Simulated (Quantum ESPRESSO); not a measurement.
# Ge (Fd-3m) in Quantum ESPRESSO: equation of state, part 2 of 2

Quantum ESPRESSO 7.5. The steps go on from the part before.

## Step 3: Single point, PBE, 21.73 Å³/atom

The input, pw.in:

```
&CONTROL
  calculation = 'scf'
  prefix = 'pwscf'
  outdir = './tmp'
  pseudo_dir = './pseudo'
  tprnfor = .true.
  tstress = .true.
  disk_io = 'nowf'
/
&SYSTEM
  ibrav = 0
  nat = 2
  ntyp = 1
  ecutwfc = 55
  ecutrho = 440
  nbnd = 21
  occupations = 'smearing'
  smearing = 'fd'
  degauss = 0.00367493
/
&ELECTRONS
  conv_thr = 4d-10
  electron_maxstep = 120
  mixing_beta = 0.5
/
ATOMIC_SPECIES
Ge    72.6300 ge_pbe_v1.4.uspp.F.UPF
CELL_PARAMETERS angstrom
   0.0000000000    2.7906767997    2.7906767997
   2.7906767997    0.0000000000    2.7906767997
   2.7906767997    2.7906767997    0.0000000000
ATOMIC_POSITIONS crystal
Ge     0.7500000000    0.7500000000    0.7500000000
Ge     0.5000000000    0.5000000000    0.5000000000
K_POINTS automatic
8 8 8 0 0 0
```

Potentials or basis: SSSP 1.3 efficiency PBE.

On the command line:

```console
OMP_NUM_THREADS=1 pw.x -in pw.in > pw.out
```

pw.out:

```text
This program is part of the open-source Quantum ESPRESSO suite
     for quantum simulation of materials; please cite
[... 6 lines left out ...]
     using ibrav=0 with symmetry is DISCOURAGED, use correct ibrav instead

     Subspace diagonalization in iterative solution of the eigenvalue problem:
     a serial algorithm will be used

     G-vector sticks info
     --------------------
     sticks:   dense  smooth     PW     G-vecs:    dense   smooth      PW
     Sum        1675     847    253                45671    16265    2733

     Using Slab Decomposition

     bravais-lattice index     =            0
     lattice parameter (alat)  =       7.4580  a.u.
     unit-cell volume          =     293.3291 (a.u.)^3
     number of atoms/cell      =            2
     number of atomic types    =            1
     number of electrons       =        28.00
     number of Kohn-Sham states=           21
     kinetic-energy cutoff     =      55.0000  Ry
     charge density cutoff     =     440.0000  Ry
     scf convergence threshold =      4.0E-10
     mixing beta               =       0.5000
     number of iterations used =            8  plain     mixing
     Exchange-correlation=  SLA  PW   PBX  PBC
                           (   1   4   3   4   0   0   0)

     celldm(1)=   7.458018  celldm(2)=   0.000000  celldm(3)=   0.000000
     celldm(4)=   0.000000  celldm(5)=   0.000000  celldm(6)=   0.000000

     crystal axes: (cart. coord. in units of alat)
               a(1) = (   0.000000   0.707107   0.707107 )
               a(2) = (   0.707107   0.000000   0.707107 )
               a(3) = (   0.707107   0.707107   0.000000 )

     reciprocal axes: (cart. coord. in units 2 pi/alat)
               b(1) = ( -0.707107  0.707107  0.707107 )
               b(2) = (  0.707107 -0.707107  0.707107 )
               b(3) = (  0.707107  0.707107 -0.707107 )

     PseudoPot. # 1 for Ge read from file:
     ge_pbe_v1.4.uspp.F.UPF
     Pseudo is Ultrasoft + core correction, Zval = 14.0
     Generated by new atomic code, or converted to UPF format
     Using radial grid of  873 points,  6 beta functions with:
                l(1) =   0
                l(2) =   0
                l(3) =   1
                l(4) =   1
                l(5) =   2
                l(6) =   2
     Q(r) pseudized with  8 coefficients,  rinner =    1.400   1.400   1.400
                                                       1.400   1.400

     atomic species   valence    mass     pseudopotential
     Ge               14.00    72.63000     Ge( 1.00)

     48 Sym. Ops., with inversion, found (24 have fractional translation)

   Cartesian axes

     site n.     atom                  positions (alat units)
         1        Ge     tau(   1) = (   1.0606602   1.0606602   1.0606602  )
         2        Ge     tau(   2) = (   0.7071068   0.7071068   0.7071068  )

     number of k points=    29  Fermi-Dirac smearing, width (Ry)=  0.0037
                       cart. coord. in units 2pi/alat
        k(    1) = (   0.0000000   0.0000000   0.0000000), wk =   0.0039062
        k(    2) = (   0.0883883   0.0883883  -0.0883883), wk =   0.0312500
        k(    3) = (   0.1767767   0.1767767  -0.1767767), wk =   0.0312500
        k(    4) = (   0.2651650   0.2651650  -0.2651650), wk =   0.0312500
        k(    5) = (  -0.3535534  -0.3535534   0.3535534), wk =   0.0156250
        k(    6) = (   0.1767767   0.0000000   0.0000000), wk =   0.0234375
[... 21 lines left out ...]
        k(   28) = (  -0.7071068   0.1767767   0.0000000), wk =   0.0468750
        k(   29) = (  -0.7071068   0.3535534   0.0000000), wk =   0.0234375

     Dense  grid:    45671 G-vectors     FFT dimensions: (  60,  60,  60)

     Smooth grid:    16265 G-vectors     FFT dimensions: (  36,  36,  36)

     Check: negative core charge=   -0.000001

     Initial potential from superposition of free atoms

     starting charge      27.9983, renormalised to      28.0000
     Starting wfcs are   18 randomized atomic wfcs +    3 random wfcs

     Self-consistent Calculation

     iteration #  1     ecut=    55.00 Ry     beta= 0.50
     Davidson diagonalization with overlap
     ethr =  1.00E-02,  avg # of iterations =  4.5

     Threshold (ethr) on eigenvalues was too large:
     Diagonalizing with lowered threshold

     Davidson diagonalization with overlap
     ethr =  1.29E-04,  avg # of iterations =  2.4

     total energy              =    -427.29539714 Ry
     estimated scf accuracy    <       0.03657410 Ry

     iteration #  2     ecut=    55.00 Ry     beta= 0.50
     Davidson diagonalization with overlap
     ethr =  1.31E-04,  avg # of iterations =  1.0
[... 36 lines left out ...]
     total energy              =    -427.29521355 Ry
     estimated scf accuracy    <          4.6E-10 Ry

     iteration #  8     ecut=    55.00 Ry     beta= 0.50
     Davidson diagonalization with overlap
     ethr =  1.64E-12,  avg # of iterations =  3.9

     End of self-consistent calculation

          k = 0.0000 0.0000 0.0000 (  1989 PWs)   bands (ev):

   -15.8495 -15.8495 -15.8495 -15.8108 -15.8108 -15.5765 -15.5765 -15.5765
   -15.5594 -15.5594  -4.0730   9.0181   9.0181   9.0181   9.4280  11.5849
    11.5849  11.5849  15.5438  18.5668  18.5668

          k = 0.0884 0.0884-0.0884 (  2016 PWs)   bands (ev):

   -15.8587 -15.8587 -15.8468 -15.7979 -15.7979 -15.5890 -15.5890 -15.5797
   -15.5488 -15.5488  -3.8751   6.7104   8.6640   8.6640  10.2475  12.0553
    12.0553  12.6431  16.5018  17.6356  17.6356
[... 157 lines left out ...]
          k =-0.7071 0.3536 0.0000 (  1984 PWs)   bands (ev):

   -15.9025 -15.9025 -15.7461 -15.7461 -15.6911 -15.6911 -15.6549 -15.6549
   -15.5010 -15.5010   0.0844   0.0844   4.9174   4.9174  13.5058  13.5058
    13.7584  13.7584  20.3640  20.3641  22.2875

     the Fermi energy is     9.1611 ev

!    total energy              =    -427.29521355 Ry
     estimated scf accuracy    <          1.4E-10 Ry
     smearing contrib. (-TS)   =      -0.00002059 Ry
     internal energy E=F+TS    =    -427.29519296 Ry

     The total energy is F=E-TS. E is the sum of the following terms:
     one-electron contribution =    -273.86045088 Ry
     hartree contribution      =     163.45473793 Ry
     xc contribution           =    -116.68289573 Ry
     ewald contribution        =    -200.20658427 Ry

     convergence has been achieved in   8 iterations

     Forces acting on atoms (cartesian axes, Ry/au):

     atom    1 type  1   force =    -0.00000000   -0.00000000    0.00000000
     atom    2 type  1   force =     0.00000000    0.00000000    0.00000000

     Total force =     0.000000     Total SCF correction =     0.000000

     Computing stress (Cartesian axis) and pressure

          total   stress  (Ry/bohr**3)                   (kbar)     P=       69.28
   0.00047093   0.00000000   0.00000000           69.28        0.00        0.00
   0.00000000   0.00047093   0.00000000            0.00       69.28        0.00
   0.00000000   0.00000000   0.00047093            0.00        0.00       69.28

=------------------------------------------------------------------------------=
   JOB DONE.
=------------------------------------------------------------------------------=
```

Run time: 14 s. Hardware: 1 thread of Intel Xeon 6975P-C (Granite Rapids), shared host; peak memory 0.23 GiB.

What came out:

- Free energy: -5813.6475 eV
- Pressure: 6.9 GPa
- Band gap on the k mesh: 0.31 eV, indirect (least direct gap 0.41 eV)

## Step 4: Single point, PBE, 22.19 Å³/atom

pw.in: that of step 3 with these lines changed.

```diff
@@ -28,5 +28,5 @@
 CELL_PARAMETERS angstrom
-   0.0000000000    2.7906767997    2.7906767997
-   2.7906767997    0.0000000000    2.7906767997
-   2.7906767997    2.7906767997    0.0000000000
+   0.0000000000    2.8099234548    2.8099234548
+   2.8099234548    0.0000000000    2.8099234548
+   2.8099234548    2.8099234548    0.0000000000
 ATOMIC_POSITIONS crystal
```

On the command line:

```console
OMP_NUM_THREADS=1 pw.x -in pw.in > pw.out
```

Run time: 14 s. Hardware: 1 thread of Intel Xeon 6975P-C (Granite Rapids), shared host; peak memory 0.23 GiB.

Results (log left out):

```
Free energy            : -5813.6814 eV
Pressure               : 5.1 GPa
Band gap on the k mesh : 0.22 eV, direct
```

## Step 5: Single point, PBE, 22.64 Å³/atom

pw.in: that of step 4 with these lines changed.

```diff
@@ -28,5 +28,5 @@
 CELL_PARAMETERS angstrom
-   0.0000000000    2.8099234548    2.8099234548
-   2.8099234548    0.0000000000    2.8099234548
-   2.8099234548    2.8099234548    0.0000000000
+   0.0000000000    2.8289100000    2.8289100000
+   2.8289100000    0.0000000000    2.8289100000
+   2.8289100000    2.8289100000    0.0000000000
 ATOMIC_POSITIONS crystal
```

On the command line:

```console
OMP_NUM_THREADS=1 pw.x -in pw.in > pw.out
```

Run time: 15 s. Hardware: 1 thread of Intel Xeon 6975P-C (Granite Rapids), shared host; peak memory 0.23 GiB.

It converged, with:

| Property | Result |
| --- | --- |
| Free energy | -5813.7059 eV |
| Pressure | 3.6 GPa |
| Band gap on the k mesh | none (metal or under the smearing width) |

## Step 6: Single point, PBE, 23.09 Å³/atom

pw.in: that of step 5 with these lines changed.

```diff
@@ -28,5 +28,5 @@
 CELL_PARAMETERS angstrom
-   0.0000000000    2.8289100000    2.8289100000
-   2.8289100000    0.0000000000    2.8289100000
-   2.8289100000    2.8289100000    0.0000000000
+   0.0000000000    2.8476450493    2.8476450493
+   2.8476450493    0.0000000000    2.8476450493
+   2.8476450493    2.8476450493    0.0000000000
 ATOMIC_POSITIONS crystal
```

Potentials or basis: SSSP 1.3 efficiency PBE.

On the command line:

```console
OMP_NUM_THREADS=1 pw.x -in pw.in > pw.out
```

It took 14 s on 1 thread of Intel Xeon 6975P-C (Granite Rapids), shared host; peak memory 0.24 GiB.

The run converged. Its results:

```
Free energy            : -5813.7220 eV
Pressure               : 2.2 GPa
Band gap on the k mesh : none (metal or under the smearing width)
```

## Step 7: Single point, PBE, 23.54 Å³/atom

pw.in: that of step 6 with these lines changed.

```diff
@@ -28,5 +28,5 @@
 CELL_PARAMETERS angstrom
-   0.0000000000    2.8476450493    2.8476450493
-   2.8476450493    0.0000000000    2.8476450493
-   2.8476450493    2.8476450493    0.0000000000
+   0.0000000000    2.8661367691    2.8661367691
+   2.8661367691    0.0000000000    2.8661367691
+   2.8661367691    2.8661367691    0.0000000000
 ATOMIC_POSITIONS crystal
```

On the command line:

```console
OMP_NUM_THREADS=1 pw.x -in pw.in > pw.out
```

Wall time 17 s (1 thread of Intel Xeon 6975P-C (Granite Rapids), shared host); peak memory 0.25 GiB.

The run converged. Its results:

* Free energy: -5813.7306 eV
* Pressure: 0.9 GPa
* Band gap on the k mesh: none (metal or under the smearing width)

## Step 8: Single point, PBE, 24.00 Å³/atom

pw.in: that of step 7 with these lines changed.

```diff
@@ -28,5 +28,5 @@
 CELL_PARAMETERS angstrom
-   0.0000000000    2.8661367691    2.8661367691
-   2.8661367691    0.0000000000    2.8661367691
-   2.8661367691    2.8661367691    0.0000000000
+   0.0000000000    2.8843929095    2.8843929095
+   2.8843929095    0.0000000000    2.8843929095
+   2.8843929095    2.8843929095    0.0000000000
 ATOMIC_POSITIONS crystal
```

On the command line:

```console
OMP_NUM_THREADS=1 pw.x -in pw.in > pw.out
```

Run time: 17 s. Hardware: 1 thread of Intel Xeon 6975P-C (Granite Rapids), shared host; peak memory 0.25 GiB.

The run converged. Its results:

```
Free energy            : -5813.7323 eV
Pressure               : -0.2 GPa
Band gap on the k mesh : none (metal or under the smearing width)
```

## Step 9: Equation of state, PBE

Potentials or basis: SSSP 1.3 efficiency PBE.

No new run: the results of the series are fitted here.

What came out:

* Equilibrium volume: 23.90 Å³/atom
* Bulk modulus: 58 GPa
* Pressure derivative of the bulk modulus: 4.8 (rough: it moves with the points fitted)

Energy against volume, from the lowest point:
```
volume (Å³/atom)  energy (meV/atom)
          21.281              64.66
          21.733              42.35
          22.186              25.41
          22.639              13.19
          23.092               5.11
          23.545               0.84
          23.997               0.00
```

## Step 10: How close it comes

Step 9. A measured bulk modulus of Ge is 75.8 GPa (quoted in “Sub-monolayer structures of Ag overlayers on Ge(111): experimental observations and first-principles study”, 2019, arxiv:1908.00180); the calculated 58 GPa misses it by -23.7 %. The fit is for a static lattice scaled at fixed shape and fixed fractional positions. The cell as given is a measured one (22.64 Å³/atom); PBE puts the equilibrium volume +5.5 % from it, thermal expansion not counted.
